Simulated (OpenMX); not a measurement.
MnO under changes of volume

One of the cells (10.999 Å³/atom); the others are scaled copies at fixed shape and fractional positions:

```
Mn O
1.0
     0.00000    2.22391    2.22391
     2.22391    0.00000    2.22391
     2.22391    2.22391    0.00000
Mn O
1 1
Direct
  0.00000 0.00000 0.00000
  0.50000 0.50000 0.50000
```

The cell is a database's computed one.

* Program: OpenMX 3.8.5
* Functional: LDA
* Potentials or basis: OpenMX 2013 LDA set, Mn6.0-s3p2d2, O6.0-s2p2d1, fixed grid of 30 × 30 × 30 points
* k mesh: 11 × 11 × 11
* Occupations: fermi-dirac, width 0.05 eV
* Spin: collinear spin, ferromagnetic start
* Starting moments: [4.0, 0.0] μB

```tsv
volume (Å³/atom)	energy over the lowest point (meV/atom)	moment (μB per cell)
10.339	0.00	4.41
10.559	?	?
10.779	31.20	4.54
10.999	51.40	4.59
11.219	73.27	4.68
11.439	95.92	4.75
11.659	120.82	4.78
```

What does the run at 10.559 Å³/atom give?

Energy over the lowest point 14.31 meV/atom; moment 4.48 μB per cell.

Worked out: A Birch-Murnaghan fit of order 3 (a polynomial in V^(-2/3)) to the other rows has no minimum within the range. It gives 14.09 meV/atom at 10.559 Å³/atom, against the run's 14.31. A parabola through the other rows of the moment, of slope 0.307 μB per Å³/atom there, gives 4.47 μB, against the run's 4.48.

Energies are extrapolated to zero smearing.

Caveats: the basis of atomic orbitals isn't converged, which shifts pressures, moduli and gaps; a cell with one magnetic atom can't hold antiferromagnetic order, which such compounds often take.
